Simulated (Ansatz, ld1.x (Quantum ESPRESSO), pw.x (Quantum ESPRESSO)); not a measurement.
bismuth: does the TM potential hold in the solid?

| Property | Result |
| --- | --- |
| Element | bismuth (Bi) |
| Generator | ld1.x (Quantum ESPRESSO) 7.5 |
| Type | norm-conserving Troullier–Martins (Kleinman–Bylander form) |
| Functional | PBE |
| Relativity | scalar-relativistic |
| Frozen core | [Xe] 4f14 5d10 |
| Valence charge | 5 |
| Reference configuration | 6s2 6p3 |
| Partial waves | 6s (bound): rc 1.55 bohr; 6p (bound): rc 2.65 bohr; 6d channel at 0.05 Ry: rc 2.55 bohr |
| Local potential | all-electron potential smoothed inside 1.55 bohr (lloc = -1) |
| Core correction | none |

Crystal test: sc Bi in pw.x 7.5, no spin, 10³ k-points, Fermi–Dirac smearing 0.01 Ry, cutoffs 135/540 Ry. The reference is all-electron LAPW (Ansatz 0.2.0) with the same functional, mesh and smearing; V0 and B0 come from Birch–Murnaghan fits to the pressures at five volumes. Errors are pseudo minus all-electron; Δ is the rms difference of the E(V) curves that follow from these fits, minima aligned, over ±6 % about the mean V0. Mesh and smearing are coarse, so the numbers serve the comparison and aren't converged zero-temperature values; the lattice is a test structure that the element need not adopt.

All-electron: a0 = 3.278 Å (V0 = 35.23 Å³/atom), B0 = 45.4 GPa.

**Question.** How far does the potential miss the all-electron equation of state?

**Answer.** mean pressure error (GPa): -4.45. The pressure does not cross zero within the volumes sampled, so no fit is given. This is a poor potential for the solid. Note: ghost states, extra bound levels that the all-electron valence spectrum of the same l lacks: s at -97.9 eV, p at -27.0 eV. A true bound ghost makes a file unfit for plane-wave use. The logarithmic derivative shows an extra or strongly shifted pseudo pole above the reference energy (d near 0.27 Ry).

| V (Å³/atom) | P all-electron (GPa) | P pseudo (GPa) |
| --- | --- | --- |
| 33.381 | 2.78 | -3.65 |
| 34.260 | 1.36 | -3.99 |
| 35.138 | 0.12 | -3.99 |
| 36.016 | -0.95 | -4.35 |
| 36.895 | -1.88 | -4.88 |

**Question.** At the middle volume, how do free energy and pressure move when the wave cutoff is lowered (ecutrho kept at four times it)?

**Answer.**

```json
{"cutoff (Ry)": "61", "shift of F (meV/atom)": "+81.5", "shift of P (GPa)": "-0.66"}
{"cutoff (Ry)": "81", "shift of F (meV/atom)": "+59.0", "shift of P (GPa)": "-0.05"}
{"cutoff (Ry)": "108", "shift of F (meV/atom)": "+12.5", "shift of P (GPa)": "+0.40"}
```

The run at the middle volume (56 k-points, 11 iterations) took about 47 s on one core of a shared host (Neoverse-V1, 32 threads, 247 GiB, load 10).
